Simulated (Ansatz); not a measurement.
# AlN under changes of volume

One of the cells (8.421 Å³/atom); the others are scaled copies at fixed shape and fractional positions:

```xyz
2
Lattice="0.0000 2.0345 2.0345 2.0345 0.0000 2.0345 2.0345 2.0345 0.0000" Properties=species:S:1:pos:R:3 pbc="T T T"
Al    2.0345    2.0345    2.0345
N     0.0000    0.0000    0.0000
```

Measurements of this composition are mostly on another form, of space group No. 186.

* Program: Ansatz 0.2.0
* Functional: PBE
* Potentials or basis: all-electron LAPW, scalar-relativistic
* Cutoff: 350 eV (chosen from the basis error)
* Basis error allowed: 0.0005 eV/atom
* k mesh: 11 × 11 × 11
* Occupations: fermi-dirac, width 0.05 eV
* Spin: no spin polarisation

| volume (Å³/atom) | energy over the lowest point (meV/atom) | pressure (GPa) | gap on the mesh (eV) |
| --- | --- | --- | --- |
| 7.916 | 27.44 | 18.0 | 5.17 |
| 8.085 | 12.02 | 11.5 | 4.96 |
| 8.253 | 3.08 | 5.6 | 4.76 |
| 8.421 | 0.00 | 0.3 | 4.57 |
| 8.590 | 2.22 | -4.5 | 4.38 |
| 8.758 | ? | ? | ? |
| 8.927 | 20.59 | -12.7 | 4.03 |

What does the run at 8.758 Å³/atom give?

Energy over the lowest point 9.23 meV/atom; pressure -8.8 GPa; gap on the mesh 4.21 eV.

Worked out: A Birch-Murnaghan fit of order 3 (a polynomial in V^(-2/3)) to the other rows has its minimum at 8.43 Å³/atom with B0 = V·E''(V) = 250 GPa and B' = 3.9. It gives 9.20 meV/atom at 8.758 Å³/atom, against the run's 9.23, and -dE/dV = -8.8 GPa, against -8.8. A straight line through the other rows of the gap, of slope -9.48 eV per unit of ln V, gives 4.20 eV, against the run's 4.21.

Energies are extrapolated to zero smearing.

Caveats: an odd mesh through Γ misses points on the zone boundary, where band edges often lie.
